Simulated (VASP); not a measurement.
A run of VASP 6.6.1 is set up as follows.

File POSCAR:

```
NiO
1.0
    0.0000000000      2.0859016414      2.0859016414
    2.0859016414      0.0000000000      2.0859016414
    2.0859016414      2.0859016414      0.0000000000
Ni O
1 1
Direct
    0.0000000000      0.0000000000      0.0000000000
    0.5000000000      0.5000000000      0.5000000000
```

File INCAR.step1:

```
SYSTEM = NiO
PREC = Accurate
ENCUT = 600
EDIFF = 1E-8
ISMEAR = -1
SIGMA = 0.05
LREAL = .FALSE.
LASPH = .TRUE.
NELM = 120
ALGO = Fast
ISIF = 3
LWAVE = .FALSE.
LCHARG = .FALSE.
ISPIN = 2
MAGMOM = 1 0
LORBIT = 11
LMAXMIX = 4
GGA = PE
IBRION = 2
NSW = 40
EDIFFG = -0.002
```

The input INCAR.step2:

```
SYSTEM = NiO
PREC = Accurate
ENCUT = 600
EDIFF = 1E-8
ISMEAR = -1
SIGMA = 0.05
LREAL = .FALSE.
LASPH = .TRUE.
NELM = 120
ALGO = Fast
ISIF = 3
LWAVE = .FALSE.
LCHARG = .FALSE.
ISPIN = 2
MAGMOM = 1 0
LORBIT = 11
LMAXMIX = 4
GGA = PE
IBRION = 6
NFREE = 2
POTIM = 0.015
NSW = 1
```

Contents of KPOINTS:

```
Automatic mesh
0
G
  8 8 8
  0 0 0
```

Potentials or basis: VASP PAW PBE potentials, release 64 (Ni, O).

Run with:

```sh
$ cat potpaw_PBE.64/Ni/POTCAR potpaw_PBE.64/O/POTCAR > POTCAR
$ cp INCAR.step1 INCAR
$ mpirun -np 1 vasp_std > vasp.out
$ cp CONTCAR POSCAR
$ cp INCAR.step2 INCAR
$ mpirun -np 1 vasp_std > vasp.out
```

(1) What does it give for the elastic constants C11, C12, C44?

(2) What does it give for the Voigt bulk modulus?

(3) Predict the net moment.

(4) Estimate the site moments.

Results:

(1) 258, 141, 59 GPa.

(2) 180 GPa.

(3) 1.83 μB per cell.

(4) Ni +1.49; O +0.29 μB.

Caveat: a cell with one magnetic atom can't hold antiferromagnetic order, which such compounds often take.
